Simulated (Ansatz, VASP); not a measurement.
**NbAs: VASP beside Ansatz**

```
Nb As
1.0
     0.00000    2.68933    2.68933
     2.68933    0.00000    2.68933
     2.68933    2.68933    0.00000
Nb As
1 1
Direct
  0.00000 0.00000 0.00000
  0.50000 0.50000 0.50000
```

Change from the starting cell: volume scaled by 1.06, crystal datasets.

Alike in both runs: task electric field gradients; functional PBE; k mesh 11 × 11 × 11; occupations fermi-dirac, width 0.05 eV; no spin polarisation.

|  | VASP | Ansatz |
| --- | --- | --- |
| version | VASP 6.6.1 | Ansatz 0.2.0 |
| potentials or method | VASP PAW PBE potentials, release 64 (Nb_sv, As), cutoff 520 eV | all-electron PAW with datasets made for the crystal, scalar-relativistic |

```tsv
	VASP	Ansatz	Ansatz less VASP
pressure (GPa)	-7.4	-7.4	-0.02
Vzz of the field gradient on the site that differs most (V/Å²)	0.0	0.0	0.00
```

Ansatz ran all-electron here, so the differences hold the error of VASP's frozen core and of both bases. Ansatz warned: «gradients_without_spin_orbit».
